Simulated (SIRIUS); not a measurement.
Runs of SIRIUS 7.12.0 on AlNi. It takes space group Pm-3m (No. 221, cubic). Conventional cell: a = 2.881 Å, b = 2.881 Å, c = 2.881 Å, α = 90.00°, β = 90.00°, γ = 90.00°. Ni (site symmetry m-3m) has 8 Al at 2.50 Å as nearest neighbours. Al (site symmetry m-3m) is surrounded by 8 Ni at 2.50 Å. 

```tsv
task	level	potentials or basis	spin	k mesh	energy tol	density tol	mixer	mixing beta	max scf	mesh quality	gap on the mesh (eV)	pressure (GPa)	moment (μB)
single point	RPBE	PseudoDojo 0.4.1 PBE standard (scalar relativistic)	collinear, ferromagnetic start	5 × 5 × 5	1e-08 Ha	1e-06	anderson	0.5	100	coarse	none	5.3	0.20
single point	PBE	PseudoDojo 0.4.1 PBE standard (scalar relativistic)	collinear, ferromagnetic start	5 × 5 × 5	1e-08 Ha	1e-06	anderson	0.5	100	coarse	none	(a)	-
single point	HCTH407	PseudoDojo 0.4.1 PBE standard (scalar relativistic)	collinear, ferromagnetic start	5 × 5 × 5	1e-08 Ha	1e-06	anderson	0.5	100	coarse	none	-4.2	(b)
single point	PBE	PseudoDojo 0.4.1 PBE standard (scalar relativistic)	off	4 × 4 × 4	1e-08 Ha	1e-06	anderson	0.7	100	coarse	none	1.0	-
single point	B86bPBE	PseudoDojo 0.4.1 PBE standard (scalar relativistic)	collinear, ferromagnetic start	5 × 5 × 5	1e-08 Ha	1e-06	anderson	0.5	100	coarse	none	(c)	-
single point	revPBE	PseudoDojo 0.4.1 PBE standard (scalar relativistic)	collinear, ferromagnetic start	5 × 5 × 5	1e-08 Ha	1e-06	anderson	0.5	100	coarse	none	4.5	0.18
```

Alike in all rows: cell as given; cutoff (eV) 1333; smearing fermi-dirac 0.05 eV.

Question: Estimate the missing entries.

Answer: (a) 2.6; (b) 0.30; (c) 3.5.

Caveats: all runs use coarse meshes; the potentials were made for another functional, which shifts forces and pressure (some runs); a moment of about a tenth of a μB was left, which can be a remnant of the start and isn't listed (some runs).

A gap of «none» marks a metal or a gap under the smearing width.
